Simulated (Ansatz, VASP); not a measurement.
# One calculation of Be, two programs

The input INCAR:

```
SYSTEM = Be
ALGO     = Normal         ! electronic algorithm
EDIFF    = 1E-6           ! SCF threshold, eV
ENCUT    = 520            ! plane-wave cutoff, eV
GGA      = PE             ! functional
ISIF     = 2              ! what is computed and relaxed
ISMEAR   = -1             ! smearing method
LASPH    = .True.         ! aspherical terms in the spheres
LCHARG   = .True.         ! write CHGCAR
LELF     = .True.         ! ELF
LREAL    = .False.        ! projectors in reciprocal space
LVHAR    = .True.       
LWAVE    = .False.        ! write WAVECAR
NBANDS   = 9              ! bands
NELM     = 60             ! most SCF steps
PREC     = Accurate       ! precision mode
SIGMA    = 0.05           ! smearing width, eV
```

Contents of KPOINTS:

```
k-points
0
Gamma
  15 15 8
  0 0 0
```

Contents of POSCAR:

```
Be
1.0
    2.2853000000      0.0000000000      0.0000000000
   -1.1426500000      1.9791278553      0.0000000000
    0.0000000000      0.0000000000      3.5842000000
Be
2
Direct
    0.3333333333      0.6666666667      0.2500000000
    0.6666666667      0.3333333333      0.7500000000
```

Input for Ansatz:

```yaml
crystal:
  lattice:
    - [2.2853, 0.0, 0.0]
    - [-1.14265, 1.9791278553, 0.0]
    - [0.0, 0.0, 3.5842]
  atoms:
    - { symbol: Be, position: [0.3333333333, 0.6666666667, 0.25] }
    - { symbol: Be, position: [0.6666666667, 0.3333333333, 0.75] }
kpoints:
  mp_grid: { grid: [15, 15, 8] }
scf:
  occupations: { method: fermi_dirac, width: 0.05 }
hamiltonian:
  xc: pbe
  pseudopotentials: { kind: all_electron, lapw: { basis_error: 0.001 } }
output:
  forces: true
  stress: true
  eigenvalues: true
  populations: true
```

Alike in both runs: task single point; functional PBE; k mesh 15 × 15 × 8; occupations fermi-dirac, width 0.05 eV; no spin polarisation.

```csv
,VASP,Ansatz
version,VASP 6.6.1,Ansatz 0.2.0
potentials or method,"VASP PAW PBE potentials, release 64 (Be)","all-electron LAPW, scalar-relativistic"
plane-wave cutoff (eV),520,see its input
```

Ansatz gave:

| Property | Result |
| --- | --- |
| pressure (GPa) | -2.9 |
| largest component of the traceless stress (GPa) | 1.78 |

Q: Estimate VASP's values.

A: Pressure (GPa): -2.8; largest component of the traceless stress (GPa): 1.81.

Ansatz ran all-electron here, so the differences hold the error of VASP's frozen core and of both bases.
